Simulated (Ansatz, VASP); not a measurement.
# Cross-check of C between VASP and Ansatz

Wanted: the spread between two codes on one cell, functional and k mesh. The structure shown is the start of the Ansatz relaxation below; VASP solves that cell, so the two are compared at the walk's first step. Other levels of theory on this material are compared in a session of their own.

Method: plane waves, with VASP 6.6.1 beside it; single point at PBE, in Ansatz 0.2.0.

### Step 1. Set-up

The cell holds 6 atoms: 6 C. Cell: a = 2.456 Å, b = 2.456 Å, c = 22.696 Å, α = 90.0°, β = 90.0°, γ = 120.0°. It derives from C. Vacuum lies along c.

### Step 2. Ansatz: relaxation, PBE

Ansatz runs on its default PAW (the set named soft_2) files.

The two programs are compared at the cell with which this relaxation starts, whose forces are those of its first step.

input.yaml reads:

```yaml
crystal:
  lattice:
    - [2.456, 0.0, 0.0]
    - [-1.228, 2.126958392, 0.0]
    - [0.0, 0.0, 22.696]
  atoms:
    - { symbol: C, position: [0.0, 0.0, 0.647514981] }
    - { symbol: C, position: [0.666666667, 0.333333333, 0.647514981] }
    - { symbol: C, position: [0.0, 0.0, 0.5] }
    - { symbol: C, position: [0.333333333, 0.666666667, 0.5] }
    - { symbol: C, position: [0.0, 0.0, 0.352485019] }
    - { symbol: C, position: [0.666666667, 0.333333333, 0.352485019] }
kpoints:
  mp_grid: { grid: [24, 24, 1] }
scf:
  occupations: { method: fermi_dirac, width: 0.05 }
  n_extra_bands: 8
hamiltonian:
  xc: pbe
  pseudopotentials: { kind: paw }
output:
  forces: true
  write_potential: true
  volumetric_format: []
relax:
  f_tol: 0.01
  max_steps: 40
  cell: { fix: [c, alpha, beta] }
```

Run with:

```bash
$ ansatz run input.yaml --threads 4 --pin off --max-ram 8192MiB --backend cpu --events-out ev --progress --plain --runs-dir out
```

Numbers of over 12 decimals in the logs are rounded to 6 here.

The program printed:

```text
scf.n_extra_bands = 8 over 12 filled bands (N_el = 24.0): the run solves 20 bands
Engine: ansatz 0.2.0, x86_64-unknown-linux-gnu
Pseudopotentials: kind: paw
Pseudopotential: C, paw, valence charge 4, recommended cutoff 420 eV (normal), C.paw.azcp
Functional definition: PBE
  parameter kappa = 0.804
  parameter beta = 0.066725
  exchange = pbe_x(kappa = kappa, mu = beta*pi^2/3)
  correlation = pbe_c(beta = beta)
Crystal: 6 atoms, lattice volume = 118.560 Å³
Basis set: ecut = 420 eV, 2253 PW (Γ), exchange–correlation on 36×36×320 points (8 copies of the dense FFT grid, shifted against one another)
Bands: 20, of which v1, the nominal top of the filled ones, is band 12 counted from 1 (11 counted from 0)
Symmetry: 12 space group operations
Space group: P-6m2 (ITA 187), of the structure as read, at distance tolerance 4.9e-5 Å
k-points: 61 of 576 (time reversal used)
Non-local potential: C, projectors of the file, l = 0: 2, l = 1: 2, l = 2: 1
PAW form: soft (Blöchl's): semilocal exchange-correlation on the pseudo side does not see the compensation charge
PAW one-centre angular grid: C, 110 points (default); XC on 64 Gauss nodes
Initial density: superposition of atomic densities (neutral atoms: chi_scale 0, normalization atom), corrected by the library's trained network
Initial wavefunctions: pseudopotential atomic-orbital guess
Functional: x = pbe(κ = 0.804, μ = 0.219515), c = pbe(β = 0.066725)
SCF iter   1: F=—  HF=-1505.590757 eV  |F-HF|=—  |Δ(HF+E_count)|=         —  Δρ=2.09e-3  dr2=5.96e-3  ethr=1.77e-3  ⟨swp⟩=7.3  Hψ=7293  notcnv=0  defer=17
preconditioner: auto → LDOS  [metal: Δε(μ)=0.039 eV  Ē_g=16.056 eV  σ=0.050 eV  W_gap=0.19  n_scr=14 (ndim 8)  ℏωp=16.7 eV  f_vac=0.548  D(μ)=0.13/eV (n_scr^D=2)  β→1.0]
SCF iter   2: F=—  HF=-1505.592958 eV  |F-HF|=—  |Δ(HF+E_count)|=   2.20e-3  Δρ=9.99e-4  dr2=3.71e-3  ethr=2.48e-5  ⟨swp⟩=3.0  Hψ=2938  notcnv=0  defer=151
SCF iter   3: F=—  HF=-1505.591970 eV  |F-HF|=—  |Δ(HF+E_count)|=   9.87e-4  Δρ=3.74e-4  dr2=5.80e-4  ethr=1.55e-5  ⟨swp⟩=2.9  Hψ=2018  notcnv=0  defer=151
SCF iter   4: F=—  HF=-1505.591864 eV  |F-HF|=—  |Δ(HF+E_count)|=   1.06e-4  Δρ=9.51e-5  dr2=1.30e-5  ethr=2.42e-6  ⟨swp⟩=2.0  Hψ=1648  notcnv=0  defer=151
SCF iter   5: F=—  HF=-1505.591884 eV  |F-HF|=—  |Δ(HF+E_count)|=   1.91e-5  Δρ=1.40e-5  dr2=2.71e-7  ethr=5.42e-8  ⟨swp⟩=2.2  Hψ=2031  notcnv=0  defer=151
SCF iter   6: F=-1505.591884 eV  HF=-1505.591884 eV  |F-HF|=2.18e-8  |Δ(HF+E_count)|=   2.36e-7  Δρ=7.20e-6  dr2=5.41e-8  ethr=4.17e-10  ⟨swp⟩=9.2  Hψ=7199  notcnv=0
SCF 1 converged in 6 iterations: F = -1505.591884 eV  dr2 = 5.41e-8
  greatest PAW one-centre occupation: 0.675 electrons in one spin orbital (limit 2), on the C atom at site 2 (counted from 0), in its partial waves of l = 0
relax step   1: F+E_penalty+E_count = -1505.59188380 eV  Δ(F+E_penalty+E_count) = +0.000e0 eV  max|allowed force component| = 6.593e-2 eV/Å  Δτ_max = 0.0000 Å  P = +1.862 GPa  Ω = 118.560 Å³  fix = [c, alpha, beta]  reactions: c +1.027 GPa  (6 SCF iters, dr2 threshold 1.00e-7 eV, accepted)
[...]
relax step   7: F+E_penalty+E_count = -1505.65911708 eV  Δ(F+E_penalty+E_count) = -2.953e-4 eV  max|allowed force component| = 2.588e-3 eV/Å  Δτ_max = 0.0905 Å  P = -0.014 GPa  Ω = 119.571 Å³  energy of the carried Pulay correction = -1.520e-3 eV  fix = [c, alpha, beta]  reactions: c -0.039 GPa  (10 SCF iters, accepted)
[...]
relax step   8: F+E_penalty+E_count = -1505.66057131 eV  Δ(F+E_penalty+E_count) = -1.454e-3 eV  max|allowed force component| = 2.590e-3 eV/Å  Δτ_max = 0.0000 Å  P = +0.006 GPa  Ω = 119.571 Å³  fix = [c, alpha, beta]  reactions: c +0.002 GPa  stress off target by 8.32e-3 GPa on what of the cell is left free  SCF on the basis re-selected at this cell (its energy is not comparable with the rows above)  (5 SCF iters)
basis re-selected at this cell: Δ(F+E_penalty+E_count) = -1.454e-3 eV, ΔP = +0.020 GPa vs the last step (what re-selecting the basis moved, of the pressure what is left beyond the Pulay correction that the steps carried, after the strain that the cell walked since its last selection, with what the two solves' SCF thresholds leave and, on support functions, any second-order correction that the steps lacked; it is no m [...]
WARN: The output density's exchange-correlation potential varies sharply where the density is thin. Do not read a vacuum level from v_tot or v_xc, or from such a field of the output density. On a cell that repeats whose density bears no net charge and no dipole along the vacuum's axis use v_es (v_loc + v_h of the components); under efield.dipole_correction with no amplitude use v_es + v_field, which holds any externa [...]
SCF converged after 5 iterations
Free energy (F): -1505.660571 eV
Harris-Foulkes:  -1505.660571 eV  (|F-HF|=3.64e-12)
Internal energy: -1505.659319 eV  (E = F + TS)
E sigma→0 (E₀):  -1505.659945 eV
Entropy (-TS):   -0.001252 eV (-0.209 meV/atom)
Fermi energy:    0.741281 eV
--- Per-component energies (eV) ---
  E_band       = -201.736455
  E_kinetic    = 544.815519
  E_local      = -9292.755581  (includes V_loc(G=0)·N_el)
  E_nonlocal   = 163.706009
  E_hartree    = 4389.748562
  E_xc         = -287.757946
  E_vxc        = -356.217011  (∫ρ·V_xc dr)
  E_paw        = -596.031996  (= ΣΔE_a)
  E_vpaw       = -40.782550  (= ΣTr[D̂ρ^β])
  E_aug_tail   = 0.000046  (compensation charges beyond the density's cutoff)
  E_ewald      = 3572.616069
  E_smearing   = -0.001252  (= −TS)
  E_closure    = 0.000000  (closes the sum)
  Σ components = -1505.660571   (vs F -1505.660571, Δ=0.00e0)
--- Forces (eV/Å), atoms counted from 1 ---
  atom   1  C      0.00000000    -0.00000000    -0.00170783
  atom   2  C     -0.00000000     0.00000000     0.00259018
  atom   3  C     -0.00000000     0.00000000    -0.00000000
  atom   4  C      0.00000000    -0.00000000     0.00000000
  atom   5  C      0.00000000    -0.00000000     0.00170783
  atom   6  C     -0.00000000     0.00000000    -0.00259018
  max |Σ_I F_I| component: 1.48e-16 eV/Å
--- Stress (GPa, compression-positive) ---
        0.008319       0.000000       0.000000
       -0.000000       0.008319      -0.000000
        0.000000      -0.000000       0.001557
  P = ⅓ Tr σ = 0.0061 GPa (0.061 kbar)
--- Band table (eV; the first three rows and the last of 61) ---
  k-point 0: bands = [... 8 lower, -2.3060, -2.3060, -2.3055, -2.3055, 3.8948, 4.2803, 4.7913, 5.8750, ... 4 higher]
  k-point 1: bands = [... 8 lower, -2.4746, -2.3955, -2.3952, -2.3946, 3.9493, 4.3355, 4.8465, 5.9306, ... 4 higher]
  k-point 2: bands = [... 8 lower, -2.9568, -2.6450, -2.6449, -2.6439, 4.1128, 4.5011, 5.0118, 6.0976, ... 4 higher]
  k-point 60: bands = [... 8 lower, -9.8219, 0.6537, 0.7406, 0.7411, 0.7411, 0.7417, 0.8300, 11.2491, ... 4 higher]
--- Relaxed structure (7 steps of the walk, 7 accepted, 1 SCFs on fresh bases) ---
  F+E_penalty+E_count = -1505.66057131 eV   max|allowed force component| = 2.590e-3 eV/Å   (the final SCF, on the basis selected at the relaxed cell)
  cell:  # Å, volume = 119.5708 Å³
    - [2.466452, 0.0, 0.0]
    - [-1.233226, 2.136010, 0.0]
    - [0.0, 0.0, 22.696]
  atoms:
    - { symbol: C, position: [-9.251858555775904e-18, 6.1679056995423596e-18, 0.689261] }
    - { symbol: C, position: [0.666667, 0.333333, 0.689257] }
    - { symbol: C, position: [-9.251858555775888e-18, 6.167905699542359e-18, 0.500000] }
    - { symbol: C, position: [0.333333, 0.666667, 0.500000] }
    - { symbol: C, position: [-9.25185855577591e-18, 6.167905699542361e-18, 0.310739] }
    - { symbol: C, position: [0.666667, 0.333333, 0.310743] }
```

### Step 3. VASP: single point, PBE, start cell

The same cell, functional, mesh and smearing now go to VASP, with its own data sets.

Lines of VASP's logs that name or quote its potential files are left out, and so is its time.

INCAR reads:

```
SYSTEM = C
PREC = Accurate
ENCUT = 520
EDIFF = 1E-06
NELM = 120
ISMEAR = -1
SIGMA = 0.05
LREAL = .FALSE.
ALGO = Normal
GGA = PE
NBANDS = 18
LORBIT = 11
LWAVE = .FALSE.
LCHARG = .FALSE.
ISIF = 2
LASPH = .TRUE.
GGA_COMPAT = .FALSE.
KPAR = 2
```

POSCAR reads:

```
C
1.0
    2.4560000000      0.0000000000      0.0000000000
   -1.2280000000      2.1269580000      0.0000000000
    0.0000000000      0.0000000000     22.6960000000
C
6
Direct
    0.0000000000      0.0000000000      0.6475149806
    0.6666666667      0.3333333333      0.6475149806
    0.0000000000      0.0000000000      0.5000000000
    0.3333333333      0.6666666667      0.5000000000
    0.0000000000      0.0000000000      0.3524850194
    0.6666666667      0.3333333333      0.3524850194
```

KPOINTS reads:

```
Automatic mesh
0
Gamma
24 24 1
0 0 0
```

The projector-augmented-wave data sets are C (PBE family, release 64).

Run with:

```bash
$ mpirun -np 2 vasp_std
```

The program printed:

```text
[banner, memory and clock lines left out]
running    2 mpi-ranks, on    1 nodes
 distrk:  each k-point on    1 cores,    2 groups
 distr:  one band on    1 cores,    1 groups

 POSCAR found type information on POSCAR C
 POSCAR found :  1 types and       6 ions
 LDA part: xc-table for (Slater+PW92), standard interpolation
 POSCAR, INCAR and KPOINTS ok, starting setup
 FFT: planning ... GRIDC
 FFT: planning ... GRID_SOFT
 FFT: planning ... GRID
 WAVECAR not read
 entering main loop
       N       E                     dE             d eps       ncg     rms          rms(c)
DAV:   1     0.162713755373E+03    0.16271E+03   -0.11089E+04  2204   0.111E+03
DAV:   2    -0.444953371809E+02   -0.20721E+03   -0.19748E+03  3090   0.252E+02
DAV:   3    -0.587863742735E+02   -0.14291E+02   -0.14241E+02  2612   0.768E+01
DAV:   4    -0.590461972614E+02   -0.25982E+00   -0.25949E+00  3202   0.122E+01
DAV:   5    -0.590527443210E+02   -0.65471E-02   -0.65447E-02  3382   0.168E+00    0.111E+01
DAV:   6    -0.562439381739E+02    0.28088E+01   -0.27121E+00  2892   0.939E+00    0.650E+00
DAV:   7    -0.552927130689E+02    0.95123E+00   -0.34233E+00  2992   0.105E+01    0.169E+00
DAV:   8    -0.552890925478E+02    0.36205E-02   -0.12749E-01  2966   0.202E+00    0.138E-01
DAV:   9    -0.552881488722E+02    0.94368E-03   -0.44689E-03  3180   0.415E-01    0.877E-02
DAV:  10    -0.552864444374E+02    0.17044E-02   -0.17238E-03  2960   0.234E-01    0.509E-02
DAV:  11    -0.552862626320E+02    0.18181E-03   -0.69590E-04  2900   0.157E-01    0.286E-02
DAV:  12    -0.552867480966E+02   -0.48546E-03   -0.29431E-04  2620   0.101E-01    0.131E-02
DAV:  13    -0.552869495272E+02   -0.20143E-03   -0.42315E-05  2648   0.377E-02    0.898E-03
DAV:  14    -0.552870891512E+02   -0.13962E-03   -0.12037E-05  2616   0.225E-02    0.518E-03
DAV:  15    -0.552872475744E+02   -0.15842E-03   -0.13598E-05  2300   0.153E-02    0.370E-03
DAV:  16    -0.552873246603E+02   -0.77086E-04   -0.73270E-06  2356   0.971E-03    0.299E-03
DAV:  17    -0.552873640430E+02   -0.39383E-04   -0.17881E-06  2464   0.592E-03    0.200E-03
DAV:  18    -0.552873752849E+02   -0.11242E-04   -0.34072E-07  2250   0.247E-03    0.984E-04
DAV:  19    -0.552873789800E+02   -0.36950E-05   -0.82303E-08  1956   0.148E-03    0.310E-04
DAV:  20    -0.552873791397E+02   -0.15971E-06   -0.46226E-09  2202   0.482E-04
   1 F= -.55287379E+02 E0= -.55286899E+02  d E =-.960391E-03
```

OUTCAR, selected parts (step 3):

```text
ion  position               nearest neighbor table
   1  0.000  0.000  0.648-   2 1.42   2 1.42   2 1.42
   2  0.667  0.333  0.648-   1 1.42   1 1.42   1 1.42
   3  0.000  0.000  0.500-   4 1.42   4 1.42   4 1.42
   4  0.333  0.667  0.500-   3 1.42   3 1.42   3 1.42
   5  0.000  0.000  0.352-   6 1.42   6 1.42   6 1.42
   6  0.667  0.333  0.352-   5 1.42   5 1.42   5 1.42

  LATTYP: Found a hexagonal cell.
 ALAT       =     2.4560000000
 C/A-ratio  =     9.2410423453

 Subroutine GETGRP returns: Found 12 space group operations
 (whereof 12 operations were pure point group operations)

The static configuration has the point symmetry D_3h.

 Found     61 irreducible k-points:

   k-points           NKPTS =     61   k-points in BZ     NKDIM =     61   number of bands    NBANDS=     18

   dimension x,y,z NGX =    18 NGY =   18 NGZ =  180
   dimension x,y,z NGXF=    36 NGYF=   36 NGZF=  360

   ENCUT  =  520.0 eV  38.22 Ry    6.18 a.u.   4.57  4.57 42.20*2*pi/ulx,y,z

   NELECT =      24.0000    total number of electrons

 k-points in reciprocal lattice and weights: Automatic mesh
   0.00000000  0.00000000  0.00000000       0.002
   0.04166667  0.00000000  0.00000000       0.010
   0.08333333  0.00000000  0.00000000       0.010
   0.12500000  0.00000000  0.00000000       0.010
   0.16666667 -0.00000000  0.00000000       0.010
   0.20833333  0.00000000  0.00000000       0.010
   0.25000000  0.00000000  0.00000000       0.010
   0.29166667  0.00000000  0.00000000       0.010
   0.33333333  0.00000000  0.00000000       0.010
[...]
0.33333333  0.29166667  0.00000000       0.021
   0.33333333  0.33333333  0.00000000       0.003

 average (electrostatic) potential at core
       1 -55.6652       2 -55.6487       3 -55.6700       4 -55.6355       5 -55.6652
       6 -55.6487

 E-fermi :  -0.2582

 k-point     1 :       0.0000    0.0000    0.0000
  band No.  band energies     occupation
    ...
      8      -3.2789      2.00000
      9      -3.2731      2.00000
     10      -3.2731      2.00000
     11      -3.2658      2.00000
     12      -3.2658      2.00000
     13       3.2148      0.00000
     14       3.4184      0.00000
     15       4.3009      0.00000
     16       5.3820      0.00000
     17       5.4829      0.00000
    ...

 k-point     2 :       0.0417    0.0000    0.0000
  band No.  band energies     occupation
    ...
      8      -3.4431      2.00000
      9      -3.4342      2.00000
     10      -3.3704      2.00000
     11      -3.3635      2.00000
     12      -3.3550      2.00000
     13       3.2704      0.00000
     14       3.4744      0.00000
     15       4.3573      0.00000
     16       5.4336      0.00000
     17       5.5388      0.00000
    ...

 k-point     3 :       0.0833    0.0000    0.0000
  band No.  band energies     occupation
    ...
      8      -3.9273      2.00000
      9      -3.9146      2.00000
     10      -3.6252      2.00000
     11      -3.6159      2.00000
     12      -3.6051      2.00000
     13       3.4371      0.00000
     14       3.6423      0.00000
     15       4.5265      0.00000
     16       5.5884      0.00000
     17       5.7066      0.00000
    ...

  Total        1.9106646      1.9106639      0.7610135      0.0000000      0.0000000      0.0000000
  in kB       25.8201308     25.8201213     10.2841011      0.0000000      0.0000000      0.0000000
  external PRESSURE =      20.6414511 kB  Pullay stress =       0.0000000 kB

  energy-cutoff  :      520.00
  volume of cell :      118.56
      direct lattice vectors                 reciprocal lattice vectors
     2.456000000  0.000000000  0.000000000     0.407166124  0.235077514  0.000000000
    -1.228000000  2.126958000  0.000000000     0.000000000  0.470155029  0.000000000
     0.000000000  0.000000000 22.696000000     0.000000000  0.000000000  0.044060627

 POSITION                                       TOTAL-FORCE (eV/Angst)
 -----------------------------------------------------------------------------------
      0.00000      0.00000     14.69600         0.000000      0.000000      0.051976
      1.22800      0.70899     14.69600         0.000000     -0.000000      0.066166
      0.00000      0.00000     11.34800        -0.000000     -0.000000      0.000000
     -0.00000      1.41797     11.34800        -0.000000      0.000000      0.000000
      0.00000      0.00000      8.00000        -0.000000      0.000000     -0.051976
      1.22800      0.70899      8.00000         0.000000     -0.000000     -0.066166
 -----------------------------------------------------------------------------------
    total drift:                               -0.000000      0.000000      0.000000

  FREE ENERGIE OF THE ION-ELECTRON SYSTEM (eV)
  ---------------------------------------------------
  free  energy   TOTEN  =       -55.2873791397 eV

  energy  without entropy=      -55.2864187484  energy(sigma->0) =      -55.28689894

 total charge
# of ion       s       p       d       tot
------------------------------------------
    1        0.866   1.798   0.000   2.664
    2        0.866   1.800   0.000   2.665
    3        0.866   1.797   0.000   2.664
    4        0.866   1.801   0.000   2.667
    5        0.866   1.798   0.000   2.664
    6        0.866   1.800   0.000   2.665
--------------------------------------------------
tot          5.196  10.793   0.000  15.989

[... 3 further parts left out ...]
```

### Step 4. Comparison

Known differences besides the potentials themselves: the cutoff is 420 eV in Ansatz and 520 eV in VASP. Total energies have different zeros and are not compared.

Forces (eV/Å; atoms numbered as in POSCAR):

| atom | Ansatz x, y, z | VASP x, y, z |
| --- | --- | --- |
| C1 | 0.000, 0.000, 0.052 | 0.000, 0.000, 0.052 |
| C2 | 0.000, 0.000, 0.066 | 0.000, 0.000, 0.066 |
| C3 | 0.000, 0.000, 0.000 | 0.000, 0.000, 0.000 |
| C4 | 0.000, 0.000, 0.000 | 0.000, 0.000, 0.000 |
| C5 | 0.000, 0.000, -0.052 | 0.000, 0.000, -0.052 |
| C6 | 0.000, 0.000, -0.066 | 0.000, 0.000, -0.066 |

The forces differ by 0.1 meV/Å r.m.s., which is 0.4 % of the r.m.s. force of 0.028 eV/Å (both taken over all components). With vacuum in the cell, a pressure given here is an average over mostly empty space and none of the material.

### Step 5. Results

| Property | Result |
| --- | --- |
| r.m.s. force difference (single point, PBE, start cell) | 0.11 meV/Å |

The r.m.s. force difference is 0.11 meV/Å (single point, PBE, start cell), within the 12 meV/Å picked in this series as the mark of a large difference. 7 further runs of this series are not shown here. How closely two codes agree says nothing of how well the functional describes the real material.

[Lines on the potential files, build, host, timing and source positions are cut from VASP's logs without a mark.]

[Logs are printed without paths, hosts, clocks, repeated set-up lines and the standing remarks that a program may print on its own settings, such as how far it seeks lower states.]

[Hosts, paths, dates, database ids (printed as entryN), source tags and the programs' standing remarks are cut or masked in the printed files.]
